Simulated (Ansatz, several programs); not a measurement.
Rocksalt SnO, relaxed with r2SCAN in Ansatz (plane waves, PAW): the symmetry is Fm-3m (No. 225, cubic); a = 5.074 Å in the conventional setting, 16.33 Å³ an atom. Sn is surrounded by 6 O at 2.54 Å; O is surrounded by 6 Sn at 2.54 Å. The cell was then scaled with its shape and fractional coordinates held. Computed, not measured; no magnetism was allowed, and whether the structure is a known phase isn't checked.

```csv
V (Å³/atom),E (meV/atom)
15.349,21.02
15.839,4.97
16.329,0.00
17.308,16.86
```

(1) Pass a cubic E = c₀ + c₁u + c₂u² + c₃u³, with u = V − 16.206 Å³, through these points.

(2) Where is the minimum, and what bulk modulus follows?

(3) Predict the energy and the pressure at the withheld volume, 16.818 Å³.

Answers

(1) c₀ = 0.29, c₁ = -4.885, c₂ = 20.575, c₃ = -2.2694 (meV and Å³).

(2) dE/du = 0 at u = +0.121, so V₀ = 16.33 Å³. B = V₀ d²E/dV² = 16.33 × (2c₂ + 6c₃u) = 16.33 × 39.501 = 645 meV/Å³, and 1 meV/Å³ is 0.16022 GPa: 103 GPa. A third-order Birch-Murnaghan fit to all five points gives 16.33 Å³ and 102 GPa.

(3) With u = +0.612: E ≈ 4.49 meV and P = −dE/dV ≈ -2.84 GPa. The run gives 4.44 meV and, from its stress, -2.83 GPa.
